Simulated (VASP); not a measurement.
Crystal: V.

```
V
1.0
    -1.51435    1.51435    1.51435
     1.51435   -1.51435    1.51435
     1.51435    1.51435   -1.51435
V
1
Direct
  0.00000 0.00000 0.00000
```

Base run:

* Program: VASP 6.6.1
* Functional: PBE
* Potentials or basis: VASP PAW PBE potentials, release 64 (V_sv)
* Cutoff: 520 eV
* k mesh: 12 × 12 × 12
* Occupations: fermi-dirac, width 0.05 eV
* Spin: collinear spin, ferromagnetic start
* Starting moments: [2.0] μB

Its results: band gap on the k mesh none (metal or under the smearing width); pressure -5.2 GPa; net moment 0.00 μB per cell.

Problem. The run is repeated on the same cell with these changes: functional from PBE to PBEsol. What comes out?

Solution. Band gap on the k mesh none (metal or under the smearing width); pressure -11.9 GPa; net moment 0.00 μB per cell.

PBEsol binds more tightly than PBE, so the same cell stands under less pressure.

Caveats: the PAW data sets were made with another functional, which shifts forces and pressure a little (some runs).

Not every run made on this cell is shown here.
